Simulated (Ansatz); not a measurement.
# Sn, a strained cell with displaced atoms

```yaml
crystal:
  lattice:
    - [0.07509, 5.75730, 6.04454]
    - [5.90635, 0.03220, 6.08744]
    - [5.53431, -0.25405, -5.71540]
  atoms:
    - { symbol: Sn, position: [0.97887, 0.97090, 0.98364] }
    - { symbol: Sn, position: [0.04727, 0.46348, 0.06782] }
    - { symbol: Sn, position: [0.47995, 0.01628, 0.92934] }
    - { symbol: Sn, position: [0.01425, 0.01646, 0.49290] }
    - { symbol: Sn, position: [0.48381, 0.49373, 0.95475] }
    - { symbol: Sn, position: [0.02665, 0.43780, 0.48831] }
    - { symbol: Sn, position: [0.40512, 0.02160, 0.42695] }
    - { symbol: Sn, position: [0.51115, 0.52056, 0.50216] }
```

Method: m-r2SCAN, no spin polarisation; PAW, plane waves to 500 eV, 3×3×3 (shifted by 0.5, 0.5, 0 steps) mesh, fermi-dirac occupations (width 0.1 eV) (Ansatz 0.2.0), atoms fixed.

(1) Where is the largest force?

(2) Is the cell too large or too small?

(3) Describe some of the short contacts.

(4) Metal or insulator?

Origin: a strained cell with displaced atoms, so it need not be a known compound. Caveats: the k mesh is coarse if the cell is a metal; m-r2SCAN is r2SCAN with a changed spin dependence that lowers moments.

Results:

(1) The largest is on Sn6: 0.86 eV/Å, components (-0.66, 0.50, -0.24). It makes 52° with the line to a nearest neighbour, Sn3 at 3.42 Å.

(2) The pressure is -7.1 GPa (compression positive), so with the atoms held at these fractions the cell would first shrink; the forces are large, so a full relaxation may end otherwise.

(3) Sn–Sn at 3.29 Å: least valence density 0.17 e/Å³ and ELF 0.49 there. These are pseudo-fields; inside the PAW spheres they differ from the all-electron ones.

(4) It is a metal, with about 5.8 states/eV a cell as the mean within 0.25 eV of the Fermi level, mostly Sn p (92 %).
